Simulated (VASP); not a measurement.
# PtSe2 (P-3m1) in VASP: relaxation of the atoms with optB88-vdW

Aim: the relaxation of the atoms of PtSe2 with optB88-vdW.

Everything below comes from runs of VASP 6.6.1. Logs are shortened: lines on timing, memory, paths and dates and some standing lists are left out, and cuts for length are marked.

## Step 1: Starting point

The structure is trigonal, space group P-3m1 (No. 164). Conventional cell: a = 3.724 Å, b = 3.724 Å, c = 5.568 Å, α = 90.00°, β = 90.00°, γ = 120.00°. Pt (site symmetry -3m) has 6 Se at 2.49 Å as nearest neighbours. Around Se (site symmetry 3m) lie 3 Pt at 2.49 Å.

## Step 2: Relaxation of the atoms, optB88-vdW

Input file INCAR:

```
SYSTEM = PtSe2
PREC = Accurate
ENCUT = 520
EDIFF = 1E-6
ISMEAR = 0
SIGMA = 0.05
LREAL = .False.
LASPH = .True.
NELM = 100
ALGO = Normal
ISIF = 2
LWAVE = .False.
LCHARG = .False.
GGA = BO
LUSE_VDW = .True.
AGGAC = 0.0
PARAM1 = 0.1833333333
PARAM2 = 0.22
IBRION = 2
NSW = 40
EDIFFG = -0.005
KPAR = 2
```

Input file KPOINTS:

```
Automatic mesh
0
Gamma
  10 10 8
  0 0 0
```

Input file POSCAR:

```
PtSe2
1.0
    3.7240000000      0.0000000000      0.0000000000
   -1.8620000000      3.2250786000      0.0000000000
    0.0000000000      0.0000000000      5.5682000000
Pt Se
1 2
Direct
    0.0000000000      0.0000000000      0.0000000000
    0.3333333300      0.6666666700      0.2272727300
    0.6666666700      0.3333333300      0.7727272700
```

Potentials or basis: VASP PAW PBE potentials, release 64 (Pt, Se).

Run with:

```sh
$ cat potpaw_PBE.64/Pt/POTCAR potpaw_PBE.64/Se/POTCAR > POTCAR
$ mpirun -np 2 vasp_std > vasp.out
```

OUTCAR:

```text
SYSTEM = PtSe2
   PREC = Accurate
   ENCUT = 520
   EDIFF = 1E-6
   ISMEAR = 0
   LREAL = .False.
   LASPH = .True.
   NELM = 100
   ISIF = 2
   GGA = BO
   IBRION = 2
   NSW = 40
   EDIFFG = -0.005

 ion  position               nearest neighbor table
   1  0.000  0.000  0.000-   2 2.49   3 2.49   2 2.49   3 2.49   3 2.49   2 2.49
   2  0.333  0.667  0.227-   1 2.49   1 2.49   1 2.49
   3  0.667  0.333  0.773-   1 2.49   1 2.49   1 2.49

  LATTYP: Found a hexagonal cell.
 ALAT       =     3.7240000000
 C/A-ratio  =     1.4952201933

  Lattice vectors:

 A1 = (   3.7240000000,   0.0000000000,   0.0000000000)
 A2 = (  -1.8620000000,   3.2250786000,   0.0000000000)
 A3 = (   0.0000000000,   0.0000000000,   5.5682000000)

Analysis of symmetry for initial positions (statically):
=====================================================================
 Subroutine PRICEL returns:
 Original cell was already a primitive cell.

 Routine SETGRP: Setting up the symmetry group for a
 hexagonal supercell.

 Subroutine GETGRP returns: Found 12 space group operations
 (whereof 12 operations were pure point group operations)
 out of a pool of 24 trial point group operations.

The static configuration has the point symmetry D_3d.

Analysis of symmetry for dynamics (positions and initial velocities):
=====================================================================
 Subroutine PRICEL returns:
 Original cell was already a primitive cell.

 Routine SETGRP: Setting up the symmetry group for a
 hexagonal supercell.

 Subroutine GETGRP returns: Found 12 space group operations
 (whereof 12 operations were pure point group operations)
 out of a pool of 24 trial point group operations.

The dynamic configuration has the point symmetry D_3d.

 Subroutine INISYM returns: Found 12 space group operations
 (whereof 12 operations are pure point group operations),
 and found     1 'primitive' translations

----------------------------------------------------------------------------------------

                                     Primitive cell

  volume of cell :      66.8752

  direct lattice vectors                    reciprocal lattice vectors
     3.724000000  0.000000000  0.000000000     0.268528464  0.155034981  0.000000000
    -1.862000000  3.225078600  0.000000000     0.000000000  0.310069962  0.000000000
     0.000000000  0.000000000  5.568200000     0.000000000  0.000000000  0.179591250

  length of vectors
     3.724000000  3.723999997  5.568200000     0.310069962  0.310069962  0.179591250
[... 105 lines left out ...]
  Fermi-wavevector in a.u.,A,eV,Ry     =   1.130128  2.135631 17.377201  1.277188
  Thomas-Fermi vector in A             =   2.266823
   LORBIT       =      0    0 simple, 1 ext, 2 COOP (PROOUT), +10 PAW based schemes
   GGA     = BO    functional components
   LHFCALC =     F    Hartree Fock is set to
   AEXX    =    0.0000 exact exchange contribution
   IVDW_NL    =     1    kernel type
   BPARAM     = 6.3000
   IVDW    =     0    specifies the selected vdW correction
   LEPSILON=     F    determine dielectric tensor
   LRPA    =     F    only Hartree local field effects (RPA)
 conjugate gradient relaxation of ions
 non-spin polarized calculation
 Gauss-broadening in eV      SIGMA  =   0.05
  energy-cutoff  :      520.00
  volume of cell :       66.88
 maximum number of plane-waves:      1820
   NGX = 13   NGY = 13   NGZ = 21

--------------------------------------- Ionic step        1  -------------------------------------------

 number of electron      21.9999997 magnetization

 Free energy of the ion-electron system (eV)
  ---------------------------------------------------
  ext. energy  EPLUGINS =         0.00000000
  ---------------------------------------------------
  free energy    TOTEN  =        -8.25726625 eV

  energy without entropy =       -8.25726596  energy(sigma->0) =       -8.25726610

------------------------ aborting loop because EDIFF is reached ----------------------------------------

  FORCE on cell =-STRESS in cart. coord.  units (eV):
  Direction    XX          YY          ZZ          XY          YZ          ZX
  --------------------------------------------------------------------------------------
  -------------------------------------------------------------------------------------
  Total        2.7546766      2.7546766      2.1648293      0.0000000      0.0000000      0.0000000
  in kB       65.9958150     65.9958149     51.8644088      0.0000000      0.0000000      0.0000000
  external PRESSURE =      61.2853463 kB  Pullay stress =       0.0000000 kB
[... 65 lines left out ...]
--------------------------------------- Ionic step        3  -------------------------------------------

 number of electron      22.0000001 magnetization

 Free energy of the ion-electron system (eV)
  ---------------------------------------------------
  ext. energy  EPLUGINS =         0.00000000
  ---------------------------------------------------
  free energy    TOTEN  =        -8.34292396 eV

  energy without entropy =       -8.34280602  energy(sigma->0) =       -8.34286499

 E-fermi :   5.1840     XC(G=0): -10.1501

 val. band max:        5.1744717863   @ k =   0.0000   0.0000   0.0000
 cond. band min:       5.2502152619   @ k =   0.0000   0.3000   0.3750
 fundamental gap:      0.0757434756
 Fermi energy:         5.1839749220

 k-point     1 :       0.0000    0.0000    0.0000
  band No.  band energies     occupation
      1      -9.8181      2.00000
      2      -7.7733      2.00000
      3      -1.3905      2.00000
      4      -0.6069      2.00000
      5      -0.6069      2.00000
      6       1.5169      2.00000
      7       1.5169      2.00000
      8       2.6522      2.00000
      9       4.3662      2.00000
     10       4.3662      2.00000
     11       5.1745      1.21191
     12       6.8087      0.00000
     13       6.8087      0.00000
     14       9.0049      0.00000
[... 401 lines left out ...]
      2      -8.1475      2.00000
      3      -1.6447      2.00000
      4      -0.1991      2.00000
      5       0.2008      2.00000
      6       0.9503      2.00000
      7       1.8799      2.00000
      8       2.0615      2.00000
      9       2.2204      2.00000
     10       2.4239      2.00000
     11       2.5366      2.00000
     12       6.1601      0.00000
     13       7.0604      0.00000
     14       9.3847      0.00000
     15      10.7475      0.00000

 [... further k-points ...]

------------------------ aborting loop because EDIFF is reached ----------------------------------------

  FORCE on cell =-STRESS in cart. coord.  units (eV):
  Direction    XX          YY          ZZ          XY          YZ          ZX
  --------------------------------------------------------------------------------------
  -------------------------------------------------------------------------------------
  Total        0.7516901      0.7516901     -0.2800678     -0.0000000      0.0000000      0.0000000
  in kB       18.0087924     18.0087924     -6.7097900     -0.0000000      0.0000000      0.0000000
  external PRESSURE =       9.7692649 kB  Pullay stress =       0.0000000 kB
[... 22 lines left out ...]
  energy  without entropy=       -8.3428060192  energy(sigma->0) =       -8.34286499

Total vdW correction in eV:      3.3801541

 reached required accuracy - stopping structural energy minimisation
```

OSZICAR:

```text
N       E                     dE             d eps       ncg     rms          rms(c)
DAV:   1     0.124684324068E+03    0.12468E+03   -0.10072E+04  2860   0.128E+03
DAV:   2    -0.369765451242E+01   -0.12838E+03   -0.12524E+03  3584   0.236E+02
DAV:   3    -0.904993026918E+01   -0.53523E+01   -0.53089E+01  3590   0.516E+01
[... 23 lines left out ...]
DAV:   3    -0.834297599108E+01    0.16930E-03   -0.17900E-03  3310   0.448E-01    0.185E-01
DAV:   4    -0.834292987953E+01    0.46112E-04   -0.22614E-04  3436   0.162E-01    0.894E-02
DAV:   5    -0.834292534420E+01    0.45353E-05   -0.38331E-05  3233   0.561E-02    0.111E-02
DAV:   6    -0.834292400337E+01    0.13408E-05   -0.83391E-06  3296   0.194E-02    0.568E-03
DAV:   7    -0.834292396265E+01    0.40715E-07   -0.74558E-07  1592   0.853E-03
   3 F= -.83429240E+01 E0= -.83428650E+01  d E =-.856577E-01
```

It took 2.5 min on 2 MPI ranks of Intel Xeon Platinum 8488C (Sapphire Rapids), shared host; peak memory 0.45 GiB.

What came out:

```
Free energy               : -8.3429 eV
Energy gained by relaxing : 28.6 meV/atom
Ionic steps               : 3
Pressure after relaxing   : 1.0 GPa
Band gap on the k mesh    : 0.08 eV, indirect (least direct gap 0.62 eV)
```

The path:
| step | energy change (eV) | largest force (eV/Å) | pressure (GPa) |
| --- | --- | --- | --- |
| 1 | 0.0000 | 1.0254 | 6.13 |
| 2 | -0.0708 | 0.4146 | 3.04 |
| 3 | -0.0857 | 0.0004 | 0.98 |

Final structure:
```
Pt Se
1.0
     3.72400    0.00000    0.00000
    -1.86200    3.22508    0.00000
     0.00000    0.00000    5.56820
Pt Se
1 2
Direct
  0.00000 0.00000 0.00000
  0.33333 0.66667 0.24268
  0.66667 0.33333 0.75732
```

Caveat: the PAW data sets were made with another functional, which shifts forces and pressure a little; spin-orbit coupling is left out, which moves the levels of the heavy elements. A k mesh can miss the band edges.
